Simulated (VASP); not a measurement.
The system is Na.

```
Na
1.0
     3.47474    0.00000    0.00000
     0.00000    3.47474    0.00000
     0.00000    0.00000    3.25579
Na
1
Cartesian
  1.7374 1.7374 0.0000
```

The cell was built by a generator and needn't be a form met in nature.

The cell isn't the ideal one: random cell by space group and Wyckoff sites (P4/mmm, No. 123).

* Program: VASP 6.6.1
* Task: relaxation of cell and atoms
* Functional: PBE
* Potentials or basis: VASP PAW PBE potentials, release 64 (Na_pv)
* Cutoff: 600 eV
* k mesh: 6 × 6 × 6
* Occupations: gaussian, width 0.1 eV
* Spin: no spin polarisation

At the start: pressure 0.2 GPa; volume 39.31 Å³/atom.

Question: Where does the relaxation end?

Answer: Over 3 steps the energy falls by 5.9 meV/atom and the volume is 40.05 Å³/atom (+1.9 %); space group P4/mmm (No. 123, to 0.05 Å).

Step by step:
```
step  energy change (eV)  largest force (eV/Å)  pressure (GPa)  volume (Å³)
   1              0.0000                0.0000            0.16        39.31
   2             -0.0027                0.0000            0.11        39.53
   3             -0.0059                0.0000           -0.01        40.05
```

Final structure:
```cif
data_structure
_symmetry_space_group_name_H-M 'P 1'
_symmetry_Int_Tables_number 1
_cell_length_a 3.4389
_cell_length_b 3.4389
_cell_length_c 3.3865
_cell_angle_alpha 90.000
_cell_angle_beta 90.000
_cell_angle_gamma 90.000
_cell_volume 40.05
loop_
_atom_site_label
_atom_site_type_symbol
_atom_site_fract_x
_atom_site_fract_y
_atom_site_fract_z
_atom_site_occupancy
Na1 Na 0.50000 0.50000 0.00000 1
```
